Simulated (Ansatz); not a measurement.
**Sn: opening a crack plane**

Sn, I4/mmm, a = 3.235 Å, c = 5.068 Å. This isn't the element's structure at ambient conditions. Ansatz: PBEsol, PAW, 420 eV, Γ-centred 17×17×7 mesh on 4 atoms, Gaussian smearing 0.15 eV; no spin polarisation. One cut on (-110) per cell of 4 atoms is opened rigidly by x, between planes of Sn and Sn that stand 2.29 Å apart; y is the energy per area (11.591 Å², 1 eV/Å² = 16.02 J/m²).

```tsv
x (Å)	y (J/m²)
0.00	0.000
0.25	?
0.50	0.164
0.75	0.307
1.00	0.445
1.50	0.663
2.00	0.805
3.00	0.929
4.50	0.960
6.00	0.963
```

**Question.** Fit the universal binding curve y = W[1 − (1 + x/l) e^(−x/l)] to the other rows, give the peak stress, and predict the missing value.

**Answer.** Least squares gives W = 0.973 J/m² and l = 0.643 Å. The stress dy/dx peaks at x = l with W/(e l) = 5.6 GPa, for rigid faces. At x = 0.25: x/l = 0.389, y = 0.057 J/m². The run gave 0.048 J/m², so the fit is 0.009 J/m² too high, within twice the rms miss on the fitted rows (0.009 J/m²).

Cost: 12 runs of about 4.5 core-minutes in all, on AMD EPYC 9R45 (Zen 5) (shared hosts).